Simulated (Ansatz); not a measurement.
System: cubic perovskite LaAlO₃ (cubic high-temperature phase). Method: r²SCAN (PAW; Ansatz, a quantum-chemistry and plane-wave program).

Run with plane-wave cutoff 560 eV, 10×10×10 k mesh, Fermi–Dirac smearing 0.01 eV, scalar-relativistic PAW data made under PBE.

Cell (relaxed at this level):

```xyz
5
Lattice="3.7868 0.0000 0.0000 0.0000 3.7868 0.0000 0.0000 0.0000 3.7868" Properties=species:S:1:pos:R:3 pbc="T T T"
La     0.0000     0.0000     0.0000
Al     1.8934     1.8934     1.8934
O      1.8934     0.0000     1.8934
O      0.0000     1.8934     1.8934
O      1.8934     1.8934     0.0000
```

Problem. What does this level give for the bulk modulus, band gap, smallest direct gap on the k points sampled and pressure derivative B′ of the bulk modulus?

Solution. 
- bulk modulus: 212 GPa
- band gap: 4.02 eV
- smallest direct gap on the k points sampled: 4.14 eV
- pressure derivative B′ of the bulk modulus: 4.2

Measured, for comparison: bulk modulus 215 ± 4 GPa (room temperature, no zero-point or thermal correction, cubic phase above 14 GPa, extrapolated to zero pressure; as tabulated in Guennou et al. (2011), arXiv:1105.1276). Computed (rounded) less measured: bulk modulus -1 % (inside the measured uncertainty).

Note: the relaxation could not lower the start's symmetry, so the cell can be a saddle point above a distorted one.

Spin–orbit coupling is not included.

Computed values are for the static lattice.

Cost on a shared machine: very roughly 2.1 core-minutes.
